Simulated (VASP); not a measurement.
Here is a VASP 6.6.1 calculation.

The input INCAR:

```
SYSTEM = Ge
  PREC = Accurate
  ENCUT = 520
  EDIFF = 1E-6
  ISMEAR = -1
  SIGMA = 0.1
  LREAL = .FALSE.
  LASPH = .TRUE.
  NELM = 80
  ALGO = Normal
  ISIF = 2
  LWAVE = .FALSE.
  LCHARG = .TRUE.
  GGA = PS
  LELF = .TRUE.
  LVHAR = .TRUE.
  NBANDS = 13
```

File KPOINTS:

```
regular mesh
0
G
  19 19 19
  0 0 0
```

POSCAR

```
Ge
1.0
    2.6686476585      0.0000000000      0.0000000000
    0.0000000000      2.6686476585      0.0000000000
    0.0000000000      0.0000000000      2.6686476585
Ge
1
Direct
    0.0000000000      0.0000000000      0.0000000000
```

Potentials or basis: VASP PAW PBE potentials, release 64 (Ge_d).

Command:

```bash
$ cat potpaw_PBE.64/Ge_d/POTCAR > POTCAR
$ mpirun -np 1 vasp_std > vasp.out
```

What does it give for the band gap on the k mesh?

None (metal or under the smearing width).

Predict the pressure.

-0.2 GPa.

Caveat: the PAW data sets were made with another functional, which shifts forces and pressure a little.
